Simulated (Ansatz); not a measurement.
## BaTiO3 (model cell, started as cubic perovskite with Ti in the octahedra): phonons and vibrational spectra

Wanted: phonon frequencies of BaTiO3 (model cell, started as cubic perovskite with Ti in the octahedra) and what follows from them.

Program: Ansatz 0.2.0. Level of theory: DFT PBEsol, scalar-relativistic, plane waves, PAW; PAW set soft_1. Results are calculated unless marked as measured.

This is a report of a sequence of runs, with most program output left out.

### 1. The starting structure

It takes space group Pm-3m (No. 221, cubic). Conventional cell: a = 3.930 Å, b = 3.930 Å, c = 3.930 Å, α = 90.00°, β = 90.00°, γ = 90.00°. Ba has 12 O at 2.78 Å nearest. Nearest to Ti lie 6 O at 1.96 Å. Nearest to O lie 2 Ti at 1.96 Å and 4 Ba at 2.78 Å. Farther neighbours and most contacts between anions are not listed.

### 2. Relaxation

Harmonic phonons are second derivatives at a point where the forces vanish, and they are wanted at zero stress, so atoms and cell are relaxed first.

Input file input.yaml:

```yaml
crystal:
  lattice:
    - [3.9298, 0.0, 0.0]
    - [0.0, 3.9298, 0.0]
    - [0.0, 0.0, 3.9298]
  atoms:
    - { symbol: Ba, position: [0.0, 0.0, 0.0] }
    - { symbol: Ti, position: [0.5, 0.5, 0.5] }
    - { symbol: O, position: [0.5, 0.5, 0.0] }
    - { symbol: O, position: [0.5, 0.0, 0.5] }
    - { symbol: O, position: [0.0, 0.5, 0.5] }
kpoints:
  mp_grid: { grid: [6, 6, 6] }
hamiltonian:
  xc: pbesol
  pseudopotentials: { kind: paw, azcp: { folder: soft_1 }, xc_functional: pbe }
scf:
  occupations: { method: gaussian, width: 0.02 }
output:
  forces: true
  stress: true
  eigenvalues: true
  write_density: true
  write_potential: true
  elf: true
  volumetric_format: npy
relax:
  adjacent_minimum: "off"
  f_tol: 0.005
  max_steps: 80
  cell: { stress_tol: 0.05 }
```

Run with:

```console
ansatz run input.yaml --threads 4 --pin off --max-ram 16384MiB --backend cpu --events-out ev --progress --plain --runs-dir out
```

The job ended after 4.7 s (4 threads of Arm Neoverse V1, shared host; peak memory 0.39 GiB).

The steps of the relaxation:

```
step  energy less that of the first step (eV)  largest force component (eV/Å)  pressure (GPa)  volume (Å³)
   1                                   0.0000                          0.0000            5.92        60.69
   2                                  -0.0278                          0.0000           -0.18        62.59
   3                                  -0.0280                          0.0000           -0.01        62.53
  4*                                  -0.0339                          0.0000            0.14        62.53
   5                                  -0.0338                          0.0000            0.00        62.58
  6*                                  -0.0338                          0.0000            0.00        62.58
```

Relaxation steps marked * repeat the geometry before them on a plane-wave basis chosen anew for their cell, so energy and pressure can jump there.

Forces are held to the 48 operations that the run works with; a distortion that breaks them can't arise in this run.

```
conventional cell, symmetrised  before  after  change
                         a (Å)   3.930  3.970  +1.0 %
                         b (Å)   3.930  3.970  +1.0 %
                         c (Å)   3.930  3.970  +1.0 %
              volume (Å³/atom)   12.14  12.52  +3.1 %
```

Numbers from this step:

```yaml
pressure: 0.004057 GPa
gap_on_the_k_mesh: 1.819 eV
volume_per_atom: 12.52 Å³
direct_gap_on_mesh: 1.891 eV
```

Valence density in the ac plane at fractional y = 0.500, with atoms of Ti and O within 0.2 Å of it. It is the smooth field of the valence electrons, not physical close to the nuclei.

Ten even steps from '_' (0 e/Å³) to '@' (11 e/Å³), each cell a mean:
```
__________..==++--..________
____________..::..__________
____________________________
____________________________
....________::::..________..
==--..____::**##++..____..--
**==..__..==%%@@##::____::++
++--..____--**%%**::____..==
::..______..--==::________..
______________..____________
____________________________
____________......__________
__________..--==--..________
__________::++**==..________
```
Columns run along a (4.0 Å), rows up along c (4.0 Å). Atoms in or near the plane, at fractional coordinates: Ti at (0.50, 0.50), O at (0.50, 0.00), O at (0.00, 0.50).

ELF in the ac plane at fractional y = 0.500, with atoms of Ti and O within 0.2 Å of it. It is the smooth field of the valence electrons, not physical close to the nuclei.

Values, 14 rows by 14 columns, each cell a mean:
```
0.02 0.02 0.09 0.37 0.71 0.80 0.68 0.56 0.72 0.80 0.63 0.26 0.05 0.02
0.05 0.05 0.07 0.23 0.57 0.78 0.80 0.79 0.80 0.73 0.47 0.16 0.05 0.05
0.31 0.24 0.12 0.11 0.26 0.45 0.53 0.54 0.51 0.40 0.20 0.10 0.16 0.26
0.68 0.61 0.38 0.15 0.09 0.14 0.23 0.26 0.21 0.11 0.09 0.20 0.47 0.63
0.80 0.79 0.66 0.28 0.12 0.35 0.58 0.64 0.54 0.25 0.11 0.40 0.73 0.80
0.63 0.75 0.76 0.37 0.26 0.66 0.74 0.72 0.75 0.54 0.21 0.51 0.80 0.72
0.35 0.63 0.77 0.40 0.35 0.73 0.69 0.59 0.72 0.64 0.26 0.54 0.79 0.56
0.56 0.72 0.77 0.38 0.29 0.68 0.73 0.69 0.74 0.58 0.23 0.53 0.80 0.68
0.79 0.80 0.71 0.32 0.16 0.48 0.68 0.73 0.66 0.35 0.14 0.45 0.78 0.80
0.74 0.69 0.47 0.19 0.08 0.16 0.29 0.35 0.26 0.12 0.09 0.26 0.57 0.71
0.42 0.34 0.18 0.10 0.19 0.32 0.38 0.40 0.37 0.28 0.15 0.11 0.23 0.37
0.11 0.08 0.07 0.18 0.47 0.71 0.77 0.77 0.76 0.66 0.38 0.12 0.07 0.09
0.02 0.03 0.08 0.34 0.69 0.80 0.72 0.63 0.75 0.79 0.61 0.24 0.05 0.02
0.01 0.02 0.11 0.42 0.74 0.79 0.56 0.35 0.63 0.80 0.68 0.31 0.05 0.02
```
Columns run along a (4.0 Å), rows up along c (4.0 Å). Atoms in or near the plane, at fractional coordinates: Ti at (0.50, 0.50), O at (0.50, 0.00), O at (0.00, 0.50).

Electrostatic potential energy in the ac plane at fractional y = 0.500, with atoms of Ti and O within 0.2 Å of it. With pseudopotentials it is smooth inside the atoms' cores, unlike the true potential.

Ten even steps from '_' (-33 eV) to '@' (15 eV), each cell a mean:
```
@@@@@@@@@@==..__..**@@@@@@@@
@@@@@@@@@@##==--==%%@@@@@@@@
@@@@@@@@@@%%%%##%%@@@@@@@@@@
@@@@@@@@%%##++++**##@@@@@@@@
++**@@%%##--::..::++##@@%%**
..::**%%++..______::**%%==..
____==##==________..++##--__
__..++##==..______::++%%==..
--++%%%%**::..__..--##%%##==
%%@@@@@@%%**====++##%%@@@@@@
@@@@@@@@@@%%####%%%%@@@@@@@@
@@@@@@@@@@%%++==**@@@@@@@@@@
@@@@@@@@@@++..__::**@@@@@@@@
@@@@@@@@%%--____..++@@@@@@@@
```
Columns run along a (4.0 Å; values clipped at the 3rd and 97th percentile), rows up along c (4.0 Å). Atoms in or near the plane, at fractional coordinates: Ti at (0.50, 0.50), O at (0.50, 0.00), O at (0.00, 0.50).

In this step the volume went from 12.14 to 12.52 Å³/atom.

### 3. Relaxing to small forces for the phonons

Phonons need a cell at rest on their own settings, so the relaxation is repeated with tight tolerances on forces and stress, using the mesh and the filling of the phonon run that follows.

Input file input.yaml:

```yaml
crystal:
  lattice:
    - [3.9701498195, 0.0, 0.0]
    - [0.0, 3.9701498195, 0.0]
    - [0.0, 0.0, 3.9701498195]
  atoms:
    - { symbol: Ba, position: [0.0, 0.0, 0.0] }
    - { symbol: Ti, position: [0.5, 0.5, 0.5] }
    - { symbol: O, position: [0.5, 0.5, 0.0] }
    - { symbol: O, position: [0.5, 0.0, 0.5] }
    - { symbol: O, position: [0.0, 0.5, 0.5] }
kpoints:
  mp_grid: { grid: [8, 8, 8] }
hamiltonian:
  xc: pbesol
  pseudopotentials: { kind: paw, azcp: { folder: soft_1 }, xc_functional: pbe }
scf:
  occupations: { method: fixed }
output:
  forces: true
  stress: true
  eigenvalues: true
relax:
  adjacent_minimum: "off"
  f_tol: 0.001
  max_steps: 60
  cell: { stress_tol: 0.01 }
```

Wall time 2.7 s (4 threads); peak memory 0.4 GiB.

Little changed from the start: no atom moved by 0.005 Å and no cell edge by 0.1 %.

This step gave:

| Item | Value |
| --- | --- |
| pressure | 0.003669 GPa |
| gap on the k-mesh | 1.820 eV |
| direct gap on mesh | 1.892 eV |

The forces vanish by symmetry and the pressure is 0.004 GPa, within the tolerances set. The cell now holds 12.52 Å³/atom.

### 4. Modes at Γ

The zone centre comes first: it holds the modes that light can see, as far as symmetry allows. The response to a homogeneous field gives the Born charges and the dielectric tensor.

Changes to input.yaml since step 3:

```diff
@@ -19,9 +19,6 @@
 output:
-  forces: true
-  stress: true
   eigenvalues: true
-relax:
-  adjacent_minimum: "off"
-  f_tol: 0.001
-  max_steps: 60
-  cell: { stress_tol: 0.01 }
+phonons:
+  method: dfpt
+  dielectric: true
+  rigid_motions: translations
```

Elapsed: 64 s, on 4 threads; peak memory 1.3 GiB.

This step gave:

| Property | Result |
| --- | --- |
| sum-rule residual before enforcement | 1.24e-4 eV/Å² |
| miss of the charge sum rule | 0.002498 e |
| estimated error of the dielectric tensor | 0.02037 |
| estimated error of the Born charges | 0.03000 e |
| point group | m-3m |
| highest optical mode at the zone centre (no LO-TO term) | 467.0 cm⁻¹ |
| lowest optical zone-centre mode | -187.8 cm⁻¹ |
| mean high-frequency dielectric constant | 6.729 |
| largest Born charge (third of the trace) | 7.342 e |
| top of the zone-centre spectrum with the field | 659.5 cm⁻¹ |

Without the LO-TO term. Patterns of degenerate modes are one choice out of their space. Modes at Γ, with each element's share of the kinetic energy (negative means imaginary):

```
mode  frequency (cm⁻¹)  symmetry  Ba %  Ti %  O %
   1            -187.8       T1u     0    46   54
   2            -187.8       T1u     0    46   54
   3            -187.8       T1u     0    46   54
   4               0.0  acoustic    59    21   21
   5               0.0  acoustic    59    21   21
   6               0.0  acoustic    59    21   21
   7             172.2       T1u    41    31   28
   8             172.2       T1u    41    31   28
   9             172.2       T1u    41    31   28
  10             280.1       T2u     0     0  100
  11             280.1       T2u     0     0  100
  12             280.1       T2u     0     0  100
  13             467.0       T1u     0     3   97
  14             467.0       T1u     0     3   97
  15             467.0       T1u     0     3   97
```

Displacements in mode 2 (-187.8 cm⁻¹), the largest set to 1:
```
Ba1  0.00  0.00  0.01
Ti2 -0.01 -0.07  0.67
O3   0.01  0.06 -1.00
O4   0.01  0.10 -0.54
O5   0.02  0.06 -0.54
```

Displacements in mode 7 (172.2 cm⁻¹), the largest set to 1:
```
Ba1 -0.21  0.54  0.68
Ti2  0.31 -0.79 -1.00
O3   0.30 -0.79 -0.86
O4   0.30 -0.68 -0.99
O5   0.26 -0.79 -0.99
```

Optical modes at the zone centre, without and with the macroscopic field of the longitudinal modes; each column is sorted by frequency, so a row need not hold one and the same mode. Modes with and without the field, by row:

```
rank among optical modes  no field (cm⁻¹)  q along (1, 0, 0) (cm⁻¹)
                       1           -187.8                    -187.8
                       2           -187.8                    -187.8
                       3           -187.8                     166.5
                       4            172.2                     172.2
                       5            172.2                     172.2
                       6            172.2                     280.1
                       7            280.1                     280.1
                       8            280.1                     280.1
                       9            280.1                     449.6
                      10              467                       467
                      11              467                       467
                      12              467                     659.5
```

Born charge (rows field, columns displacement) (e), principal values of the symmetric part by kind of site:

```
atom  atoms with these values    low  middle   high   mean
 Ba1                        1   2.78    2.78   2.78   2.78
 Ti2                        1   7.34    7.34   7.34   7.34
  O3                        3  -5.81   -2.16  -2.16  -3.37
```

In full for O3:

```
-2.16  0.00  0.00
 0.00 -2.16  0.00
 0.00  0.00 -5.81
```

High-frequency dielectric tensor:

```
6.73 0.00 0.00
0.00 6.73 0.00
0.00 0.00 6.73
```

Transverse modes; imaginary modes are left out. Lines of the infrared spectrum (strongest = 100):

```
position (cm⁻¹)  label  relative intensity
            172    T1u                  80
            280    T2u                 0.0
            467    T1u                 100
```

Before it was imposed, the acoustic sum rule was missed by 1.2e-4 eV/Å² and the charge sum rule by 0.0025 e. Small misses are needed for a sound result but don't prove that mesh and cutoff are converged. The lowest optical mode is imaginary, 187.8i cm⁻¹, so the energy falls along it.

(Part 1 of 2 ends here.)

[Logs are printed without paths, hosts, clocks, repeated set-up lines and the standing remarks that a program may print on its own settings, such as how far it seeks lower states.]

[Hosts, paths, dates, database ids (printed as entryN), source tags and the programs' standing remarks are cut or masked in the printed files.]
